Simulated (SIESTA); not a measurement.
Runs of SIESTA 5.4.2 on ZnS (Wurtzite-2H). It takes space group P6_3mc (No. 186, hexagonal). Conventional cell: a = 3.811 Å, b = 3.811 Å, c = 6.234 Å, α = 90.00°, β = 90.00°, γ = 120.00°. Zn (site symmetry 3m) is surrounded by 4 S at 2.31 to 2.40 Å. S (site symmetry 3m) has 4 Zn at 2.31 to 2.40 Å as nearest neighbours. 

| level | potentials or basis | energy shift | gap on the mesh (eV) | pressure (GPa) | largest force (eV/Å) |
| --- | --- | --- | --- | --- | --- |
| PBE | PseudoDojo 0.4 standard (PBE files), TZP (energy shift 0.01 Ry) | 0.01 Ry | (c) | 0.8 | 0.36 |
| PBE | PseudoDojo 0.4 standard (PBE files), TZDP (energy shift 0.002 Ry) | 0.002 Ry | 2.67 | 2.5 | 0.33 |
| LDA | PseudoDojo 0.4 standard (LDA files), DZP (energy shift 0.002 Ry) | 0.002 Ry | (b) | (a) | 0.32 |
| PBE | PseudoDojo 0.4 standard (PBE files), TZP (energy shift 0.002 Ry) | 0.002 Ry | 2.63 | 3.8 | 0.33 |

Alike in all rows: task band structure; no spin polarisation; cell as given; k mesh 8 × 8 × 5; smearing fermi-dirac 0.05 eV; grid cutoff 800 Ry.

Q: Estimate the missing entries.

A: (a) -2.0; (b) 2.62; (c) 2.52.

Caveats: semicore shells carry a single zeta, which can move pressures by several GPa and volumes by a few percent; the valence orbitals were made in a potential fitted to the semicore shell under them, which widens gaps by tenths of an eV or more; the basis of atomic orbitals isn't converged, which shifts pressures, moduli and gaps.

